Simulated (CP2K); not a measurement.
The system is KBr.

```xyz
2
Lattice="4.0435 0.0000 0.0000 0.0000 4.0435 0.0000 0.0000 0.0000 4.0435" Properties=species:S:1:pos:R:3 pbc="T T T"
Br    2.0217    2.0217    2.0217
K     0.0000    0.0000    0.0000
```

Measurements of this composition are mostly on another form, of space group No. 225.

```yaml
Program: CP2K 2026.2
Task: single point
Functional: PBE
Potentials_or_basis: POTENTIAL_UZH Br GTH-PBE-q7, K GTH-PBE-q9; TZVP-MOLOPT-PBE-GTH basis
Density_cutoff: 6123 eV
k_mesh: 7 × 7 × 7
Occupations: fermi-dirac, width 0.05 eV
Spin: no spin polarisation
```

On this cell: pressure 0.0 GPa; largest force zero by symmetry; band gap on the k mesh 3.84 eV, indirect (least direct gap 4.08 eV).

The same run follows on a disturbed copy (atoms moved at random, drawn with an rms of 0.05 Å):

```
CELL_PARAMETERS angstrom
4.04350 0.00000 0.00000
0.00000 4.04350 0.00000
0.00000 0.00000 4.04350
ATOMIC_POSITIONS crystal
Br 0.50038 0.49474 0.50228
K 0.99884 0.99978 0.97651
```

Task: What changes?

Result: The energy moves by +1.7 meV/atom; pressure 0.0 GPa; largest force 0.065 eV/Å; band gap on the k mesh 3.84 eV, indirect (least direct gap 4.08 eV).

Forces in eV/Å, atoms in the order of the input:
```
Br  -0.004  0.013 -0.063
K    0.004 -0.013  0.063
```

Caveats: an odd mesh through Γ misses points on the zone boundary, where band edges often lie; the basis of atomic orbitals isn't converged, which shifts pressures, moduli and gaps.
